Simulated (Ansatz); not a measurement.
```yaml
crystal:
  lattice:
    - [0.07659, 2.54467, 2.54467]
    - [2.62126, 0.00000, 2.62126]
    - [2.54467, 2.54467, 0.07659]
  atoms:
    - { symbol: Zr, position: [0.00000, 0.00000, 0.00000] }
    - { symbol: O, position: [0.24595, 0.25405, 0.24595] }
    - { symbol: O, position: [0.75405, 0.74595, 0.75405] }
```

No spin polarisation.

The values are results of r2SCAN, PAW, 500 eV (Ansatz, a quantum-chemistry and plane-wave program; no spin-orbit coupling), not measurements. k-mesh 11×11×11 (Γ-centred); smearing 0.05 eV (Fermi–Dirac).

Task: Predict the stress, gap character, band gap and space group.

Result: 
* **Stress (xx, yy, zz, yz, xz, xy; compression positive)**: (0.62, 0.40, 0.62, 0.00, -4.34, 0.00) GPa
* **Gap character**: indirect, X → Γ
* **Band gap**: 3.88 eV
* **Space group**: Immm (No. 71)

The cells carry an imposed strain or load. Whether these cells are dynamically stable was not tested. The cell was made from ZrO$_{2}$ in the fluorite structure (space group Fm-3m, No. 225) by this change: tensor shear ε_xz = +3.01 %. This is not the structure that ZrO2 has at room temperature and ambient pressure.
